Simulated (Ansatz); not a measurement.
## HgTe: frozen-core PAW against all-electron methods

```
Hg Te
1.0
     0.00000    2.92150    2.92150
     2.92150    0.00000    2.92150
     2.92150    2.92150    0.00000
Hg Te
1 1
Cartesian
  0.0000 0.0000 0.0000
  2.9215 2.9215 3.0415
```

Atom numbers follow the list: Hg1, Te2.

The geometry is COD entry 1538296, unchecked; take it as a test cell. The listed cell was then made from it by scaling, straining or moving an atom.

Spin–orbit coupling is left out, though it moves levels of the heavy atoms by tenths of an eV or more.

All numbers are computed: DFT, PBE, PAW with Ansatz's default frozen-core files, scalar-relativistic (Ansatz 0.2.0); DFT, PBE, all-electron LAPW, scalar-relativistic (Ansatz 0.2.0).

For PAW: a Γ-centred 12×12×12 k mesh, Fermi–Dirac smearing of 0.08 eV, cutoff 420 eV, no spin polarisation. LAPW targets a basis error of 1 meV/atom. The Ansatz runs share mesh, smearing and spin set-up. Plane-wave (PAW) pressures include the program's estimate of the Pulay term.

Stress and pressure are positive in compression.

The change that made this cell: atom 2 (Te) moved by (0.0000, 0.0000, 0.1200) Å.

PAW results:

```
              quantity     PAW
        pressure (GPa)   10.87
       stress xx (GPa)   10.36
       stress zz (GPa)   11.89
force on Hg1, z (eV/Å)   0.510
force on Te2, z (eV/Å)  -0.510
```

(1) What does LAPW (all electrons) give for the same quantities?

## Answers

(1) 
| quantity | LAPW |
| --- | --- |
| pressure (GPa) | 10.87 |
| stress xx (GPa) | 10.36 |
| stress zz (GPa) | 11.89 |
| force on Hg1, z (eV/Å) | 0.510 |
| force on Te2, z (eV/Å) | -0.510 |
